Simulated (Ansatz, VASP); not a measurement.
# One calculation of Os, two programs

```
Os
1.0
     0.00000    1.92204    1.92204
     1.92204    0.00000    1.92204
     1.92204    1.92204    0.00000
Os
1
Direct
  0.00000 0.00000 0.00000
```

Alike in both runs: task single point; functional PBE; k mesh 8 × 8 × 8; occupations gaussian, width 0.1 eV; no spin polarisation.

```csv
,VASP,Ansatz
version,VASP 6.6.1,Ansatz 0.2.0
potentials or method,"VASP PAW PBE potentials, release 64 (Os)","scalar-relativistic, plane waves, PAW"
plane-wave cutoff (eV),520,420
valence electrons in the cell,8,16
```

```tsv
	VASP	Ansatz	Ansatz less VASP
gap on the k mesh at the Fermi level (eV)	none	none	-
pressure (GPa)	3.6	3.6	+0.07
```

A gap of «none» marks a metal or a gap that the smearing closes. The two sets of potentials don't hold the same shells in valence.

The runs have no spin-orbit coupling, so splittings on Os are missing.
